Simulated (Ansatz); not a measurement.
Li2O (started from an entry of an open crystallographic database) at its r2SCAN geometry, in Ansatz. The base run uses r2SCAN on a modest mesh; each further run changes one setting, sensibly or not. Doubtful ones may also carry a cap on iterations. All numbers are computed, and spin polarisation is off unless an edit sets a moment.

Base input:
```yaml
crystal:
  lattice:
    - [0.0, 2.2863690203, 2.2863690203]
    - [2.2863690203, 0.0, 2.2863690203]
    - [2.2863690203, 2.2863690203, 0.0]
  atoms:
    - { symbol: Li, position: [0.25, 0.25, 0.25] }
    - { symbol: Li, position: [0.75, 0.75, 0.75] }
    - { symbol: O, position: [0.0, 0.0, 0.0] }
kpoints:
  mp_grid: { grid: [6, 6, 6] }
hamiltonian:
  xc: r2scan
scf:
  occupations: { method: fixed }
  n_extra_bands: 4
output:
  forces: true
  stress: true
  eigenvalues: true
```

Base results:
```
Basis set: ecut = 500 eV, 609 PW (Γ)
Symmetry: 48 space group operations
Space group: Fm-3m (ITA 225)
k-points: 16 of 216
SCF converged after 6 iterations
Free energy (F): -982.196873 eV
Fermi energy:    2.734847 eV
--- Stress (GPa, compression-positive) ---
        0.008033       0.000000       0.000000
        0.000000       0.008033       0.000000
        0.000000       0.000000       0.008033
  P = ⅓ Tr σ = 0.0080 GPa (0.080 kbar)
--- Band table (eV; the first three rows and the last of 16) ---
  k-point 0: bands = [-41.3679, -41.0173, -13.7176, 2.7348, 2.7348, 2.7348, 8.9384, 15.9738, 15.9738, 15.9738]
  k-point 1: bands = [-41.3403, -41.0371, -13.6662, 1.8899, 2.6111, 2.6111, 9.6561, 15.9725, 16.3163, 16.3163]
  k-point 2: bands = [-41.2684, -41.0938, -13.5556, 0.5071, 2.3834, 2.3834, 11.2894, 15.2454, 16.2744, 16.2744]
  k-point 15: bands = [-41.1999, -41.1430, -13.4408, 0.9895, 1.1480, 1.2602, 10.0025, 15.3342, 18.0345, 18.6820]
```
The gap over this mesh is 5.767 eV.

Run as `ansatz run input.yaml --threads 4 --pin off --max-ram 3686MiB --backend cpu --events-out ev --progress --plain --runs-dir out`. It took 0.6 s on 4 threads of AMD EPYC 7R43 64-Core Processor (Zen 3) (shared host), load about 0.4 per core; peak host memory 0.39 GiB.

Task: The input is altered as follows. How does the run end?
```yaml
basis:
  ecutwfc: 250
```

Result: 181 plane waves in place of 609. The free energy moves by +614 meV an atom, the mean stress by -0.39 GPa and the gap on the mesh by -0.361 eV (to 5.406). The basis is too small: these are errors of the cutoff.
Lines that differ from the base's log, and the results:
```
Warning: basis.ecutwfc = 250 eV is below the records' recommended 500 eV, and the density's cutoff is lower with it unless basis.ecutrho_ratio is high enough to keep the records' density cutoff: compare with a run at a higher cutoff
Basis set: ecut = 250 eV, 181 PW (Γ)
SCF converged after 7 iterations
Free energy (F): -980.354382 eV
Fermi energy:    3.059618 eV
--- Stress (GPa, compression-positive) ---
       -0.380540       0.000000       0.000000
        0.000000      -0.380540       0.000000
        0.000000       0.000000      -0.380540
  P = ⅓ Tr σ = -0.3805 GPa (-3.805 kbar)
--- Band table (eV; the first three rows and the last of 16) ---
  k-point 0: bands = [-41.4060, -41.0375, -14.0319, 3.0596, 3.0596, 3.0596, 8.8335, 15.9652, 15.9652, 15.9652]
  k-point 1: bands = [-41.3890, -41.0920, -14.0018, 1.8887, 2.6677, 2.6677, 9.5559, 15.9642, 16.3059, 16.3059]
  k-point 2: bands = [-41.3135, -41.1506, -13.8983, 0.5274, 2.4337, 2.4337, 11.2191, 15.2284, 16.2655, 16.2655]
  k-point 15: bands = [-41.2557, -41.1937, -13.7911, 1.0156, 1.1186, 1.2961, 9.9899, 15.2743, 18.0821, 18.6825]
```

Task: The input is altered as follows. How does the run end?
```yaml
scf:
  convergence: { dr2_threshold: 0.0001 }
  max_iter: 53
```

Result: It converges in 6 iterations, as the base does. Even so loose a threshold leaves the results unchanged here, which can't be counted on.
```
Warning: scf.convergence.dr2_threshold = 1e-4 eV is looser than this run's default, which is 1e-7 eV or tighter. The error in the forces grows as the threshold's square root, so leave the key out unless less accurate forces are enough
```

Task: The input is altered as follows. How does the run end?
```yaml
scf:
  occupations: { method: fermi_dirac, width: 0.5 }
```

Result: Energy, stress and gap stay within 1 meV an atom, 0.1 GPa and 0.005 eV of the base. The term −TS is -2.8 meV an atom.

Task: What happens with this change?
```yaml
basis:
  xc_grid: 1
```

Result: Energy, stress and gap stay within 1 meV an atom, 0.1 GPa and 0.005 eV of the base. The result hardly depends on this setting here.

One of the further runs printed
```
SCF converged after 6 iterations
Free energy (F): -982.582286 eV
Fermi energy:    2.734847 eV
--- Stress (GPa, compression-positive) ---
       -2.607131       0.000000       0.000000
        0.000000      -2.607131       0.000000
        0.000000       0.000000      -2.607131
  P = ⅓ Tr σ = -2.6071 GPa (-26.071 kbar)
```

Task: Which setting had been changed?
A. hamiltonian.pseudopotentials: nc
B. hamiltonian.dispersion: d3bj
C. scf.occupations: cold 0.05
D. scf.occupations: fermi_dirac 0.001

Result: B. The free energy moves by -128 meV an atom, the mean stress by -2.62 GPa and the gap on the mesh by 0.000 eV (to 5.767). A pairwise correction adds to energy, forces and stress and leaves the bands alone.

One of the further runs printed
```
SCF converged after 6 iterations
Free energy (F): -982.294753 eV
Fermi energy:    2.734847 eV
--- Stress (GPa, compression-positive) ---
       -0.697016       0.000000       0.000000
        0.000000      -0.697016       0.000000
        0.000000       0.000000      -0.697016
  P = ⅓ Tr σ = -0.6970 GPa (-6.970 kbar)
--- Band table (eV; the first three rows and the last of 16) ---
  k-point 0: bands = [-41.3679, -41.0173, -13.7176, 2.7348, 2.7348, 2.7348, 8.9384, 15.9738, 15.9738, 15.9738]
  k-point 1: bands = [-41.3403, -41.0371, -13.6662, 1.8899, 2.6111, 2.6111, 9.6561, 15.9725, 16.3163, 16.3163]
  k-point 2: bands = [-41.2684, -41.0938, -13.5556, 0.5071, 2.3834, 2.3834, 11.2894, 15.2454, 16.2744, 16.2744]
  k-point 15: bands = [-41.1999, -41.1430, -13.4408, 0.9895, 1.1480, 1.2602, 10.0025, 15.3342, 18.0345, 18.6820]
```

Task: Which setting had been changed?
A. scf.occupations: cold 0.05
B. hamiltonian.dispersion: d4
C. scf.occupations: fermi_dirac 0.001
D. hamiltonian.pseudopotentials: nc

Result: B. The free energy moves by -33 meV an atom, the mean stress by -0.71 GPa and the gap on the mesh by 0.000 eV (to 5.767). A pairwise correction adds to energy, forces and stress and leaves the bands alone.
